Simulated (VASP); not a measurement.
A run of VASP 6.6.1 is set up as follows.

Contents of INCAR:

```
ALGO = Normal ; EDIFF = 1E-7
ENCUT = 520 ; GGA = PS
ISIF = 2 ; ISMEAR = -1
LASPH = True ; LCHARG = False
LREAL = False ; LWAVE = False
NBANDS = 17 ; NELM = 100
PREC = Accurate ; SIGMA = 0.05
```

The input KPOINTS:

```
k-points
0
Gamma
  11 11 6
```

Contents of POSCAR:

```
Pd
1.0
    2.7836650458      0.0000000000      0.0000000000
   -1.3918325229      2.4107246453      0.0000000000
    0.0000000000      0.0000000000      4.6288930000
Pd
2
Direct
    0.3333333333      0.6666666667      0.2500000000
    0.6666666667      0.3333333333      0.7500000000
```

Potentials or basis: VASP PAW PBE potentials, release 64 (Pd).

The run is started by

```bash
$ cat potpaw_PBE.64/Pd/POTCAR > POTCAR
$ mpirun -np 1 vasp_std > vasp.out
```

(1) Estimate the pressure.

(2) Estimate the band gap on the k mesh.

## Answers

(1) -10.6 GPa.

(2) none (metal or under the smearing width).

Caveat: the PAW data sets were made with another functional, which shifts forces and pressure a little.
